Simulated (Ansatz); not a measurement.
**Squeezing Ge (simple hexagonal type)**

```xyz
1
Lattice="2.8801 0.0000 0.0000 -1.4401 2.4943 0.0000 0.0000 0.0000 2.6991" Properties=species:S:1:pos:R:3 pbc="T T T"
Ge    0.0000    0.0000    0.0000
```

The cell comes from a relaxation on PAW files under the same functional, begun from a prototype that needn't be the stable phase.

Its volume is scaled, and at each volume shape and atoms are relaxed on PAW files; all methods then take that cell.

Computed with Ansatz 0.2.0; functional PBE, scalar-relativistic. Settings: a Γ-centred 17×17×15 k mesh, Fermi–Dirac smearing of 0.1 eV, no spin polarisation. Methods: LAPW: all electrons, basis error target 1 meV/atom; PAW: frozen-core files, cutoff 420 eV; crystal datasets: all electrons, by PAW datasets that the program makes for each cell; norm-conserving: pseudopotentials, cutoff 1061 eV; PAW (partial waves polarizable): frozen-core files, cutoff 420 eV.

Energies are extrapolated to zero smearing and count from the unscaled cell; pressure is positive in compression; gaps take the mesh and a band path. No temperature or zero-point motion is included.

| V/V0 | V (Å³/atom) | P LAPW (GPa) | ΔE LAPW (eV/atom) | P PAW − LAPW (GPa) | ΔE PAW − LAPW (meV/atom) | space group | shortest distance (Å) |
| --- | --- | --- | --- | --- | --- | --- | --- |
| 1.00 | 19.39 | 0.03 | 0.000 | -0.03 | 0.0 | P6/mmm | 2.699 |
| 0.88 | 17.06 | 11.38 | 0.073 | -0.05 | -0.5 | P6/mmm | 2.585 |
| 0.78 | 15.12 | ? | ? | ? | ? | ? | ? |
| 0.68 | 13.19 | 61.6 | 0.833 | -0.07 | -1.8 | P6/mmm | 2.371 |
| 0.58 | 11.25 | 126.3 | 1.922 | -0.03 | -2.5 | P6/mmm | 2.247 |
| 0.50 | 9.70 | 226.8 | 3.581 | 0.15 | -2.2 | P6/mmm | 2.140 |
| 0.43 | 8.34 | 388.8 | 6.119 | 0.66 | 0.9 | P6/mmm | 2.036 |

(1) Fit the Vinet equation to the LAPW pressures shown (residuals weighted by 1/(|P| + 0.03·Pmax)), and predict the pressure of the withheld row.

(2) At the smallest volume, how far do crystal datasets and norm-conserving and PAW (partial waves polarizable) lie from LAPW in pressure?

(3) How do the Löwdin populations by LAPW change from the unscaled cell to the last row?

## Answers

(1) The fit gives V0 = 19.43 Å³/atom, B0 = 60.1 GPa and B0′ = 5.33. At 15.12 Å³/atom, x = (V/V0)^(1/3) = 0.9199, and P = 3·B0·(1 − x)/x²·exp[1.5·(B0′ − 1)·(1 − x)] = 28.7 GPa. The run itself gave 29.0 GPa (-0.9 % off) and ΔE = 0.307 eV/atom.

(2) crystal datasets: 0.00 GPa; norm-conserving: +0.94 GPa; PAW (partial waves polarizable): +0.66 GPa, on a LAPW pressure of 388.8 GPa.

(3) Ge 4s 1.57 → 1.11, Ge 4p 2.41 → 2.92 electrons an atom. These are projections on the shells that the free atoms fill; 0.03 e a cell lies outside them at the start and 0.05 e at the end.
